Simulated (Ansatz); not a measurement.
# Barium, hcp: r²SCAN0 at the r²SCAN geometry

Aim: see what exact exchange does to the levels, and what it costs. Spin polarisation is left out. The cell comes from an earlier r²SCAN relaxation. Exact exchange is dear, so the k-mesh is coarse, and r²SCAN is run on the same mesh for comparison.

Program: Ansatz 0.2.0. Level of theory: DFT, plane waves (500 eV) with PBE-made PAW files, scalar-relativistic; functionals as named at each step. These are calculated values, not measurements.

**1. The starting structure**

Symmetry: P6_3/mmc, No. 194, hexagonal system. Conventional cell: a = 4.527 Å, b = 4.527 Å, c = 7.476 Å, α = 90.00°, β = 90.00°, γ = 120.00°.

Coordinates:

```xyz
2
Lattice="4.5274 0.0000 0.0000 -2.2637 3.9208 0.0000 0.0000 0.0000 7.4757" Properties=species:S:1:pos:R:3 pbc="T T T"
Ba    0.0000    2.6139    1.8689
Ba    2.2637    1.3069    5.6068
```

**2. r²SCAN, coarse mesh**

The run with r²SCAN.

Input file input.yaml:

```yaml
crystal:
  lattice:
    - [4.5273937973, 0.0, 0.0]
    - [-2.2636968987, 3.9208380414, 0.0]
    - [0.0, 0.0, 7.4757131364]
  atoms:
    - { symbol: Ba, position: [0.3333333333, 0.6666666667, 0.25] }
    - { symbol: Ba, position: [0.6666666667, 0.3333333333, 0.75] }
hamiltonian:
  xc: r2scan
  pseudopotentials:
    kind: paw
    azcp:
      Ba: "pseudopotentials/Ba.paw.azcp"
basis:
  ecutwfc: 500
  fft_grid_basis: typed
kpoints:
  mp_grid: { grid: [4, 4, 3], shift: [0, 0, 0] }
magnetization:
  spin_polarized: false
scf:
  occupations: { method: fermi_dirac, width: 0.1 }
output:
  write_density: true
  write_potential: true
  elf: true
  volumetric_format: npy
```

Started as:

```bash
> ansatz run input.yaml --threads 4 --pin off --max-ram 8192MiB --backend cpu --events-out ev --progress --plain --runs-dir out
```

What it wrote:

```text
Warning: RAYON_NUM_THREADS=4 ignored (pool sized by the plan → 4); use --threads N
Engine: ansatz 0.2.0, x86_64-unknown-linux-gnu
Pseudopotentials: kind: paw
Pseudopotential: Ba, paw, valence charge 10, recommended cutoff 500 eV (meta_gga), <dir>
Functional definition: r2SCAN
  parameter k0 = 0.174
  parameter k1 = 0.065
  parameter a1 = 4.9479
  exchange = r2scan_x(k0 = k0, k1 = k1, a1 = a1)
  correlation = r2scan_c
Crystal: 2 atoms, lattice volume = 132.703 Å³
Basis set: ecut = 500 eV, 3369 PW (Γ), exchange–correlation on 144×144×240 points (64 copies of the dense FFT grid, shifted against one another)
Bands: 14, of which v1, the nominal top of the filled ones, is band 10 counted from 1 (9 counted from 0)
Symmetry: 24 space group operations
Space group: P63/mmc (ITA 194), of the structure as read, at distance tolerance 5.1e-5 Å
k-points: 8 of 48
Non-local potential: Ba, projectors of the file, l = 0: 3, l = 1: 2, l = 2: 2, l = 3: 2
PAW form: soft (Blöchl's): semilocal exchange-correlation on the pseudo side does not see the compensation charge
PAW frozen core: Ba, regenerated for the run's functional (the file was generated under x = pbe(κ = 0.804, μ = 0.2195149727645171), c = pbe(β = 0.06672455060314922))
PAW one-centre angular grid: Ba, 302 points (default); XC on 160 Gauss nodes
Initial density: superposition of atomic densities (neutral atoms: chi_scale 0, normalization atom), corrected by the library's trained network
Initial wavefunctions: pseudopotential atomic-orbital guess
Functional: x = r2scan, c = r2scan; τ floored in thin density (d = 2e-4 eV/Å³)
SCF iter   1: F=—  HF=-11928.841378 eV  |F-HF|=—  |Δ(HF+E_count)|=         —  Δρ=3.40e-3  dr2=3.71e-2  dr2_τ=1.94e-3  ethr=1.77e-3  ⟨swp⟩=7.1  Hψ=773  notcnv=0
preconditioner: auto → Resta (q_TF=auto, 1.990 Å⁻¹)  ε∞=13.3  [insulator: Δε(μ)=0.268 eV  Ē_g=1.839 eV  σ=0.100 eV  W_gap=0.50  n_scr=22 (ndim 8)  ℏωp=6.4 eV  f_vac=0.000  D(μ)=2.14/eV (n_scr^D=10)  ε∞_Penn≈13.3]
SCF iter   2: F=—  HF=-11928.926748 eV  |F-HF|=—  |Δ(HF+E_count)|=   8.54e-2  Δρ=2.27e-3  dr2=1.78e-2  dr2_τ=3.10e-4  ethr=1.85e-4  ⟨swp⟩=2.0  Hψ=263  notcnv=0
SCF iter   3: F=—  HF=-11928.925244 eV  |F-HF|=—  |Δ(HF+E_count)|=   1.50e-3  Δρ=5.39e-4  dr2=1.15e-3  dr2_τ=3.52e-5  ethr=8.92e-5  ⟨swp⟩=2.9  Hψ=211  notcnv=0
SCF iter   4: F=—  HF=-11928.925502 eV  |F-HF|=—  |Δ(HF+E_count)|=   2.57e-4  Δρ=1.19e-4  dr2=4.67e-5  dr2_τ=1.96e-6  ethr=5.73e-6  ⟨swp⟩=2.9  Hψ=197  notcnv=0
SCF iter   5: F=—  HF=-11928.925476 eV  |F-HF|=—  |Δ(HF+E_count)|=   2.62e-5  Δρ=2.62e-5  dr2=1.57e-6  dr2_τ=5.25e-8  ethr=2.34e-7  ⟨swp⟩=3.0  Hψ=194  notcnv=0
SCF iter   6: F=—  HF=-11928.925477 eV  |F-HF|=—  |Δ(HF+E_count)|=   1.03e-6  Δρ=8.80e-6  dr2=2.34e-7  dr2_τ=2.34e-9  ethr=7.84e-9  ⟨swp⟩=2.0  Hψ=178  notcnv=0
SCF iter   7: F=-11928.925477 eV  HF=-11928.925477 eV  |F-HF|=2.08e-9  |Δ(HF+E_count)|=   1.65e-7  Δρ=2.54e-6  dr2=1.74e-8  dr2_τ=9.89e-11  ethr=5.00e-10  ⟨swp⟩=4.8  Hψ=431  notcnv=0
SCF 1 converged in 7 iterations: F = -11928.925477 eV  dr2 = 1.74e-8
SCF converged after 7 iterations
Free energy (F): -11928.925477 eV
Harris-Foulkes:  -11928.925477 eV  (|F-HF|=2.08e-9)
Internal energy: -11928.840580 eV  (E = F + TS)
E sigma→0 (E₀):  -11928.883028 eV
Entropy (-TS):   -0.084897 eV (-42.449 meV/atom)
Fermi energy:    5.556080 eV
--- Per-component energies (eV) ---
  E_band       = -188.858758
  E_kinetic    = 332.033785
  E_local      = -777.714225  (includes V_loc(G=0)·N_el)
  E_nonlocal   = 111.599520
  E_hartree    = 245.212495
  E_xc         = -309.679715
  E_vxc        = -289.002104  (∫ρ·V_xc dr)
  E_paw        = -10503.161089  (= ΣΔE_a)
  E_vpaw       = -70.598788  (= ΣTr[D̂ρ^β])
  E_aug_tail   = -0.000002  (compensation charges beyond the density's cutoff)
  E_vtau       = 14.398729  (kinetic-family band-sum trace: ∫τ·v_τ [+ j·A + Jᵃ·Aᵃ] dr)
  E_ewald      = -1027.272181
  E_core_change = 0.140832  (= ΣΔE_core)
  E_smearing   = -0.084897  (= −TS)
  E_closure    = -0.000000  (closes the sum)
  Σ components = -11928.925477   (vs F -11928.925477, Δ=0.00e0)
--- Band table (eV; the first three rows and the last of 8) ---
  k-point 0: bands = ["-24.4398", "-24.4061", "-9.4038", "-9.0728", "-9.0728", "-9.0237", "-9.0237", "-9.0064", "2.6798", "4.6485", "6.3574", "7.4659", "7.4922", "7.4922"]
  k-point 1: bands = ["-24.4314", "-24.4145", "-9.3090", "-9.1105", "-9.0606", "-9.0606", "-9.0360", "-9.0360", "3.1377", "4.1509", "6.3777", "6.9909", "7.4401", "7.4401"]
  k-point 2: bands = ["-24.4233", "-24.3982", "-9.3295", "-9.2369", "-9.1861", "-9.1208", "-9.0500", "-9.0341", "3.5669", "5.3834", "5.8124", "6.3768", "7.1016", "7.4342"]
  k-point 7: bands = ["-24.4013", "-24.3957", "-9.3501", "-9.3440", "-9.2174", "-9.1875", "-9.1237", "-9.0757", "5.0192", "5.3224", "5.9399", "6.1327", "6.6072", "6.6781"]
```

Run time: 1 s. Hardware: 4 threads of Intel Xeon 6975P-C (Granite Rapids), shared host; peak memory 0.66 GiB.

Density in a lattice plane of the grid's cell (edges 4.53 and 7.48 Å, at 0.333 of the third edge), which holds Ba.

Ten even steps from '0' (0.04 e/Å³) to '9' (1.35 e/Å³):
```
00000000000000
00000001233200
00000014899731
00000038967962
00000149723972
00000038967962
00000014899731
00000001233200
00000000000000
00000000000000
00000000000000
00000000000000
00000000000000
00110000000000
01110000000000
00110000000000
00000000000000
00000000000000
00000000000000
00000000000000
```
Columns run along the first of these edges and rows up along the second, over one cell in 14 and 20 even steps from the bottom left corner. Atoms in the plane (fractional): Ba at (0.67, 0.75).

ELF in the same plane.

Values, 12 rows by 8 columns:
```
0.13 0.44 0.35 0.09 0.28 0.58 0.51 0.16
0.11 0.20 0.12 0.29 0.85 0.76 0.82 0.76
0.20 0.11 0.08 0.49 0.84 0.02 0.23 0.85
0.11 0.20 0.12 0.29 0.85 0.76 0.82 0.76
0.13 0.44 0.35 0.09 0.28 0.58 0.51 0.16
0.35 0.40 0.39 0.29 0.12 0.07 0.08 0.17
0.13 0.10 0.11 0.17 0.33 0.42 0.41 0.28
0.11 0.27 0.23 0.09 0.19 0.44 0.38 0.11
0.19 0.49 0.42 0.13 0.13 0.39 0.32 0.08
0.11 0.27 0.23 0.09 0.19 0.44 0.38 0.11
0.13 0.10 0.11 0.17 0.33 0.42 0.41 0.28
0.35 0.40 0.39 0.29 0.12 0.07 0.08 0.17
```
Columns run along the first of these edges and rows up along the second, over one cell in 8 and 12 even steps from the bottom left corner. Atoms in the plane (fractional): Ba at (0.67, 0.75).

Both are smooth fields of the valence electrons: close to the nuclei they are not physical.

Maxima of ELF outside the ion cores: 0.73 between the atoms, 3.2 Å from Ba.

**3. r²SCAN0, coarse mesh**

The run with r²SCAN0.

Changes to input.yaml since step 2:

```diff
@@ -9,3 +9,3 @@
 hamiltonian:
-  xc: r2scan
+  xc: r2scan0
   pseudopotentials:
@@ -23,6 +23 @@
   occupations: { method: fermi_dirac, width: 0.1 }
-output:
-  write_density: true
-  write_potential: true
-  elf: true
-  volumetric_format: npy
```

Started as:

```bash
> ansatz run input.yaml --threads 4 --pin off --max-ram 8192MiB --backend cpu --events-out ev --progress --plain --runs-dir out
```

What it wrote:

```text
Warning: RAYON_NUM_THREADS=4 ignored (pool sized by the plan → 4); use --threads N
Engine: ansatz 0.2.0, x86_64-unknown-linux-gnu
Pseudopotentials: kind: paw
Pseudopotential: Ba, paw, valence charge 10, recommended cutoff 500 eV (meta_gga), <dir>
Functional definition: r2SCAN0
  parameter a = 0.25
  parameter k0 = 0.174
  parameter k1 = 0.065
  parameter a1 = 4.9479
  exchange = (1 - a)*r2scan_x(k0 = k0, k1 = k1, a1 = a1) + a*exact_x
  correlation = r2scan_c
Crystal: 2 atoms, lattice volume = 132.703 Å³
Basis set: ecut = 500 eV, 3369 PW (Γ), exchange–correlation on 144×144×240 points (64 copies of the dense FFT grid, shifted against one another)
Bands: 14, of which v1, the nominal top of the filled ones, is band 10 counted from 1 (9 counted from 0)
Symmetry: 24 space group operations
Space group: P63/mmc (ITA 194), of the structure as read, at distance tolerance 5.1e-5 Å
k-points: 8 of 48
Non-local potential: Ba, projectors of the file, l = 0: 3, l = 1: 2, l = 2: 2, l = 3: 2
PAW form: soft (Blöchl's): semilocal exchange-correlation on the pseudo side does not see the compensation charge
PAW frozen core: Ba, regenerated for the run's functional, and the local potential with it (the file was generated under x = pbe(κ = 0.804, μ = 0.2195149727645171), c = pbe(β = 0.06672455060314922))
PAW one-centre angular grid: Ba, 302 points (default); XC on 160 Gauss nodes
Initial density: superposition of atomic densities (neutral atoms: chi_scale 0, normalization atom), corrected by the library's trained network
Initial wavefunctions: pseudopotential atomic-orbital guess
Functional: x = r2scan, c = r2scan; τ floored in thin density (d = 2e-4 eV/Å³), warm-up for x = 0.75 r2scan + 0.25 exact, c = r2scan; τ floored in thin density (d = 2e-4 eV/Å³)
SCF iter   1: F=—  HF=-11928.841545 eV  |F-HF|=—  |Δ(HF+E_count)|=         —  Δρ=3.31e-3  dr2=3.62e-2  dr2_τ=1.93e-3  ethr=1.77e-3  ⟨swp⟩=15.9  Hψ=810  notcnv=1
preconditioner: auto → none  [insulator: Δε(μ)=0.269 eV  Ē_g=1.846 eV  σ=0.100 eV  W_gap=0.50  n_scr=22 (ndim 8)  ℏωp=6.4 eV  f_vac=0.000  D(μ)=2.14/eV (n_scr^D=10)]
SCF iter   2: F=—  HF=-11928.926241 eV  |F-HF|=—  |Δ(HF+E_count)|=   8.47e-2  Δρ=1.55e-3  dr2=5.62e-3  dr2_τ=1.92e-4  ethr=1.81e-4  ⟨swp⟩=6.1  Hψ=389  notcnv=0  defer=5
iter 3 solved again at ethr=5.84e-7 eV; its pass at ethr=2.81e-5 eV (dr2=1.17e-4 eV) is discarded
SCF iter   3: F=—  HF=-11928.927889 eV  |F-HF|=—  |Δ(HF+E_count)|=   1.65e-3  Δρ=3.63e-4  dr2=1.56e-4  dr2_τ=2.19e-5  ethr=5.84e-7  ⟨swp⟩=7.2  Hψ=786  notcnv=0  defer=2
eigensolver tolerance schedule calibrated: the retry pair's looser diagonalisation under-reported the residual by θ = 0.25 (0.15/decade); ethr = c·dr2/N_el runs at the constant in force after the calibration composes with the one it found (an armed cap, an earlier calibration), c = 4.6e-2
SCF iter   4: F=—  HF=-11928.927973 eV  |F-HF|=—  |Δ(HF+E_count)|=   8.40e-5  Δρ=8.73e-5  dr2=1.50e-5  dr2_τ=8.46e-7  ethr=3.55e-7  ⟨swp⟩=5.0  Hψ=348  notcnv=0  defer=1
SCF iter   5: F=—  HF=-11928.927983 eV  |F-HF|=—  |Δ(HF+E_count)|=   9.78e-6  Δρ=2.09e-5  dr2=7.18e-7  dr2_τ=8.58e-8  ethr=3.41e-8  ⟨swp⟩=5.0  Hψ=320  notcnv=0  defer=1
SCF iter   6: F=—  HF=-11928.927983 eV  |F-HF|=—  |Δ(HF+E_count)|=   5.81e-7  Δρ=4.55e-6  dr2=2.92e-8  dr2_τ=2.85e-9  ethr=1.64e-9  ⟨swp⟩=6.8  Hψ=409  notcnv=0
SCF iter   7: F=—  HF=-11928.927983 eV  |F-HF|=—  |Δ(HF+E_count)|=   1.91e-8  Δρ=1.13e-6  dr2=2.06e-9  dr2_τ=2.47e-10  ethr=6.66e-11  ⟨swp⟩=6.0  Hψ=391  notcnv=0
SCF iter   8: F=-11928.927983 eV  HF=-11928.927983 eV  |F-HF|=3.46e-11  |Δ(HF+E_count)|=  1.27e-10  Δρ=1.15e-7  dr2=3.08e-11  dr2_τ=2.66e-12  ethr=4.70e-12  ⟨swp⟩=6.2  Hψ=371  notcnv=0
SCF 1 converged in 8 iterations: F = -11928.927983 eV  dr2 = 3.08e-11
Initial density: handed on by an earlier stage of this run
Initial wavefunctions: those handed on with the density
Functional: x = 0.75 r2scan + 0.25 exact, c = r2scan; τ floored in thin density (d = 2e-4 eV/Å³)
Frozen-core exchange: fock
iter 1 solved again at ethr=4.28e-6 eV; its pass at ethr=1.00e-1 eV (dr2=1.88e-3 eV) is discarded
SCF iter   1: F=—  HF=-11929.195176 eV  |F-HF|=—  |Δ(HF+E_count)|=         —  Δρ=1.07e-3  dr2=7.18e-3  dr2_τ=1.16e-4  ethr=4.28e-6  ⟨swp⟩=8.6  Hψ=721  notcnv=0
eigensolver tolerance schedule calibrated: the retry pair's looser diagonalisation under-reported the residual by θ = 0.47 (0.11/decade); ethr = c·dr2/N_el runs at the constant in force after the calibration composes with the one it found (an armed cap, an earlier calibration), c = 4.6e-2
preconditioner: auto → none  [insulator: Δε(μ)=0.502 eV  Ē_g=2.684 eV  σ=0.100 eV  W_gap=0.60  n_scr=22 (ndim 8)  ℏωp=6.4 eV  f_vac=0.000  D(μ)=0.93/eV (n_scr^D=2)]
SCF iter   2: F=—  HF=-11929.194091 eV  |F-HF|=—  |Δ(HF+E_count)|=   1.08e-3  Δρ=4.57e-4  dr2=3.64e-3  dr2_τ=1.98e-5  ethr=4.28e-6  ⟨swp⟩=3.5  Hψ=276  notcnv=0
SCF iter   3: F=—  HF=-11929.206687 eV  |F-HF|=—  |Δ(HF+E_count)|=   1.26e-2  Δρ=4.01e-4  dr2=8.98e-4  dr2_τ=1.75e-6  ethr=9.53e-7  ⟨swp⟩=6.6  Hψ=383  notcnv=0
SCF iter   4: F=—  HF=-11929.206597 eV  |F-HF|=—  |Δ(HF+E_count)|=   8.98e-5  Δρ=7.37e-5  dr2=3.87e-4  dr2_τ=2.24e-7  ethr=9.53e-7  ⟨swp⟩=3.8  Hψ=259  notcnv=0
SCF iter   5: F=—  HF=-11929.208080 eV  |F-HF|=—  |Δ(HF+E_count)|=   1.48e-3  Δρ=2.21e-4  dr2=1.64e-4  dr2_τ=8.06e-7  ethr=1.27e-8  ⟨swp⟩=8.8  Hψ=597  notcnv=0
SCF iter   6: F=-11929.208048 eV  HF=-11929.208048 eV  |F-HF|=1.39e-7  |Δ(HF+E_count)|=   3.12e-5  Δρ=2.05e-5  dr2=8.51e-6  dr2_τ=4.35e-8  ethr=1.27e-8  ⟨swp⟩=5.9  Hψ=393  notcnv=0
SCF 2 stopped early in 6 iterations: F = -11929.208048 eV  dr2 = 8.51e-6
hybrid outer 1: dexx = +2.021e-2 eV, tail = 2.11e-5 eV
Frozen-core exchange: fock
SCF iter   1: F=—  HF=-11929.208036 eV  |F-HF|=—  |Δ(HF+E_count)|=         —  Δρ=3.60e-5  dr2=7.51e-6  dr2_τ=6.28e-8  ethr=5.28e-7  ⟨swp⟩=5.9  Hψ=292  notcnv=0
preconditioner: auto → none  [insulator: Δε(μ)=0.520 eV  Ē_g=2.717 eV  σ=0.100 eV  W_gap=0.56  n_scr=22 (ndim 8)  ℏωp=6.4 eV  f_vac=0.000  D(μ)=0.84/eV (n_scr^D=2)]
iter 2 solved again at ethr=5.41e-10 eV; its pass at ethr=1.83e-8 eV (dr2=1.08e-7 eV) is discarded
SCF iter   2: F=—  HF=-11929.208036 eV  |F-HF|=—  |Δ(HF+E_count)|=   8.67e-8  Δρ=1.35e-5  dr2=3.74e-6  dr2_τ=3.29e-8  ethr=5.41e-10  ⟨swp⟩=5.2  Hψ=698  notcnv=0  defer=1
SCF iter   3: F=—  HF=-11929.208071 eV  |F-HF|=—  |Δ(HF+E_count)|=   3.55e-5  Δρ=9.10e-6  dr2=6.10e-7  dr2_τ=1.75e-9  ethr=5.41e-10  ⟨swp⟩=6.0  Hψ=428  notcnv=0  defer=2
SCF iter   4: F=—  HF=-11929.208071 eV  |F-HF|=—  |Δ(HF+E_count)|=   4.54e-8  Δρ=1.80e-6  dr2=3.09e-7  dr2_τ=2.00e-10  ethr=5.41e-10  ⟨swp⟩=3.9  Hψ=284  notcnv=0  defer=2
SCF iter   5: F=—  HF=-11929.208072 eV  |F-HF|=—  |Δ(HF+E_count)|=   1.15e-6  Δρ=6.43e-6  dr2=1.67e-7  dr2_τ=1.74e-10  ethr=1.25e-11  ⟨swp⟩=7.6  Hψ=571  notcnv=0  defer=5
SCF iter   6: F=-11929.208072 eV  HF=-11929.208072 eV  |F-HF|=1.02e-10  |Δ(HF+E_count)|=   2.61e-8  Δρ=6.43e-7  dr2=1.20e-8  dr2_τ=3.07e-11  ethr=1.25e-11  ⟨swp⟩=6.1  Hψ=410  notcnv=0  defer=1
SCF 3 converged in 6 iterations: F = -11929.208072 eV  dr2 = 1.20e-8
hybrid outer 2: dexx = +1.058e-5 eV, tail = 2.83e-8 eV, Δε = 4.45e-3 eV (about 1.66e-4 eV left of the loop's levels)
Frozen-core exchange: fock
iter 1 solved again at ethr=7.36e-8 eV; its pass at ethr=1.00e-1 eV (dr2=1.47e-5 eV) is discarded
SCF iter   1: F=—  HF=-11929.193891 eV  |F-HF|=—  |Δ(HF+E_count)|=         —  Δρ=6.67e-5  dr2=2.98e-3  dr2_τ=2.94e-8  ethr=7.36e-8  ⟨swp⟩=6.8  Hψ=441  notcnv=0
Mixer restart at iter 1: flushing history
preconditioner: auto → none  [insulator: Δε(μ)=0.240 eV  Ē_g=2.735 eV  σ=0.100 eV  W_gap=0.50  n_scr=22 (ndim 8)  ℏωp=6.4 eV  f_vac=0.000  D(μ)=0.74/eV (n_scr^D=2)]
SCF iter   2: F=—  HF=-11929.201042 eV  |F-HF|=—  |Δ(HF+E_count)|=   7.15e-3  Δρ=3.33e-5  dr2=2.23e-3  dr2_τ=1.88e-8  ethr=6.63e-8  ⟨swp⟩=3.9  Hψ=233  notcnv=0
SCF iter   3: F=—  HF=-11929.205495 eV  |F-HF|=—  |Δ(HF+E_count)|=   4.45e-3  Δρ=5.00e-5  dr2=9.08e-4  dr2_τ=9.47e-9  ethr=1.70e-8  ⟨swp⟩=5.8  Hψ=269  notcnv=0
SCF iter   4: F=—  HF=-11929.207991 eV  |F-HF|=—  |Δ(HF+E_count)|=   2.50e-3  Δρ=2.95e-5  dr2=3.20e-5  dr2_τ=1.34e-8  ethr=1.70e-8  ⟨swp⟩=5.5  Hψ=349  notcnv=0
SCF iter   5: F=-11929.208038 eV  HF=-11929.208038 eV  |F-HF|=4.11e-7  |Δ(HF+E_count)|=   4.72e-5  Δρ=2.21e-5  dr2=4.34e-6  dr2_τ=1.36e-9  ethr=1.33e-8  ⟨swp⟩=4.5  Hψ=243  notcnv=0  defer=1
SCF 4 stopped early in 5 iterations: F = -11929.208038 eV  dr2 = 4.34e-6
hybrid outer 1: dexx = +3.077e-2 eV, tail = 9.12e-6 eV
Frozen-core exchange: fock
SCF iter   1: F=—  HF=-11929.208070 eV  |F-HF|=—  |Δ(HF+E_count)|=         —  Δρ=4.84e-6  dr2=6.35e-7  dr2_τ=3.70e-10  ethr=2.28e-7  ⟨swp⟩=5.0  Hψ=253  notcnv=0
preconditioner: auto → none  [insulator: Δε(μ)=0.521 eV  Ē_g=2.717 eV  σ=0.100 eV  W_gap=0.56  n_scr=22 (ndim 8)  ℏωp=6.4 eV  f_vac=0.000  D(μ)=0.85/eV (n_scr^D=2)]
SCF iter   2: F=—  HF=-11929.208072 eV  |F-HF|=—  |Δ(HF+E_count)|=   1.81e-6  Δρ=7.84e-6  dr2=3.11e-7  dr2_τ=6.91e-10  ethr=2.90e-10  ⟨swp⟩=6.0  Hψ=481  notcnv=0  defer=1
SCF iter   3: F=-11929.208072 eV  HF=-11929.208072 eV  |F-HF|=1.32e-8  |Δ(HF+E_count)|=   7.34e-7  Δρ=3.26e-6  dr2=3.94e-8  dr2_τ=2.53e-10  ethr=2.90e-10  ⟨swp⟩=5.8  Hψ=357  notcnv=0  defer=3
SCF 5 converged in 3 iterations: F = -11929.208072 eV  dr2 = 3.94e-8
hybrid outer 2: dexx = +4.522e-6 eV, tail = 8.02e-8 eV, Δε = 6.18e-3 eV (about 8.01e-4 eV left of the loop's levels)
exact exchange: an outer loop of this run ended on a state whose frontier levels can be filled otherwise, and a further loop was made from that state with electrons moved between them. It converged no lower than the two loops' stops tell apart, in 8 SCF iterations, so its state is not used
hybrid SCF converged: 2 outer / 12 inner (+8 warm-up), last move |dexx| = 1.06e-5 eV, tail = 2.83e-8 eV
Stability not checked: this state was not tested for a lower state beside it, because the functional holds exact exchange (a hybrid, or Hartree-Fock), whose exchange loop this test does not read (fock_operator; see scf.lower_state_search)
Free energy (F): -11929.208072 eV
Frozen-core exchange: fock
Harris-Foulkes:  -11929.208072 eV  (|F-HF|=1.02e-10)
Internal energy: -11929.179572 eV  (E = F + TS)
E sigma→0 (E₀):  -11929.193822 eV
Entropy (-TS):   -0.028500 eV (-14.250 meV/atom)
Fermi energy:    5.586312 eV
--- Per-component energies (eV) ---
  E_band       = -218.434874
  E_kinetic    = 331.170666
  E_local      = -775.706042  (includes V_loc(G=0)·N_el)
  E_nonlocal   = 111.830775
  E_hartree    = 243.980699
  E_xc         = -240.724205
  E_vxc        = -220.834050  (∫ρ·V_xc dr)
  E_exx        = -43.957662  (= α·E_x^exact, valence–valence)
  E_paw        = -10528.381130  (= ΣΔE_a)
  E_vpaw       = -74.292768  (= ΣTr[D̂ρ^β])
  E_aug_tail   = -0.000002  (compensation charges beyond the density's cutoff)
  E_vtau       = 9.350675  (kinetic-family band-sum trace: ∫τ·v_τ [+ j·A + Jᵃ·Aᵃ] dr)
  E_ewald      = -1027.272181
  E_core_change = -0.120490  (= ΣΔE_core)
  E_smearing   = -0.028500  (= −TS)
  E_closure    = 0.000000  (closes the sum)
  Σ components = -11929.208072   (vs F -11929.208072, Δ=0.00e0)
--- Band table (eV; the first three rows and the last of 8) ---
  k-point 0: bands = ["-26.9076", "-26.8710", "-10.9380", "-10.5628", "-10.5628", "-10.5093", "-10.5093", "-10.4997", "1.7481", "4.2479", "6.6536", "8.1991", "8.2262"]
  k-point 1: bands = ["-26.8985", "-26.8802", "-10.8362", "-10.6165", "-10.5493", "-10.5493", "-10.5226", "-10.5226", "2.2773", "3.5262", "6.8645", "7.6649", "8.1725"]
  k-point 2: bands = ["-26.8899", "-26.8627", "-10.8562", "-10.7455", "-10.6911", "-10.6147", "-10.5387", "-10.5293", "2.7821", "5.2771", "6.0768", "6.9389", "7.7393"]
  k-point 7: bands = ["-26.8659", "-26.8600", "-10.8699", "-10.8655", "-10.7231", "-10.6892", "-10.6240", "-10.5731", "4.6357", "5.1042", "6.3813", "6.6213", "7.1267"]
  guard bands above this table: 1 of the run's 14 bands, where the rule asks 2: the bands that hold charge and the lowest empty level above them stay in the table. The solve was not asked for them (output.publish_guard_bands: true or output.eigenvalues: true publishes all)
```

Wall time 14 s (4 threads of Intel Xeon 6975P-C (Granite Rapids), shared host); peak memory 2.2 GiB.

**4. The functionals compared**

| functional | gap on the mesh | Fermi energy (eV) | SCF cycles | exchange loops | CPU time |
| --- | --- | --- | --- | --- | --- |
| r²SCAN | none (levels filled in part) | 5.556 | 7 | - | 2.9 s |
| r²SCAN0 | none (levels filled in part) | 5.586 | 20 | 2 | 47 s |

**5. Summary of results**

| quantity | value |
| --- | --- |
| r²SCAN: gap | none (levels filled in part) |
| r²SCAN0: gap | none (levels filled in part) |
| r²SCAN0: SCF cycles, exchange loops | 20, 2 |
| r²SCAN0: CPU time over that of r²SCAN | 16 |
| r²SCAN0: relative to bcc | +7 meV/atom |

What this shows: Both r²SCAN and r²SCAN0 leave levels filled in part. The hybrid took 16 times as much CPU time as r²SCAN on the same settings. r²SCAN0 needed 2 outer loops of the exchange operator. The dense-mesh value adds +15.6 meV/atom, the change that r²SCAN shows between the coarse mesh and its own dense run (not shown). Under r²SCAN0 it lies 7 meV/atom above bcc (computed apart in the same way); on such meshes a few tens of meV are uncertain for metals. Absolute energies differ from functional to functional, by eV per atom at times, and say nothing by themselves.
